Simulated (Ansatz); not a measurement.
Crystal: Pt.

```xyz
1
Lattice="-1.5842 1.5842 1.5842 1.5842 -1.5842 1.5842 1.5842 1.5842 -1.5842" Properties=species:S:1:pos:R:3 pbc="T T T"
Pt    0.0000    0.0000    0.0000
```

This isn't the form of Pt at room conditions, which is fcc.

Base run:

| Property | Result |
| --- | --- |
| Program | Ansatz 0.2.0 |
| Functional | LDA |
| Potentials or basis | Ansatz PAW |
| Cutoff | 420 eV (not typed: the program's choice for these potentials) |
| k mesh | 12 × 12 × 12 |
| Occupations | fermi-dirac, width 0.05 eV |
| Spin | no spin polarisation |

Its results: band gap on the k mesh none (metal or under the smearing width); pressure -16.1 GPa.

**Question.** The run is repeated on the same cell with these changes: functional from LDA to PBE. What comes out?

**Answer.** Band gap on the k mesh none (metal or under the smearing width); pressure -1.3 GPa.

PBE binds less tightly than LDA, so the same cell stands under more pressure.

Caveats: spin-orbit coupling is left out, which moves the levels of the heavy elements; so large a pressure means that the cell lies far from this level's equilibrium, or that cutoff or potentials fall short (some runs); the PAW data sets come from PBE, with cores solved anew for the run's functional, which leaves a small shift of forces and pressure (some runs).
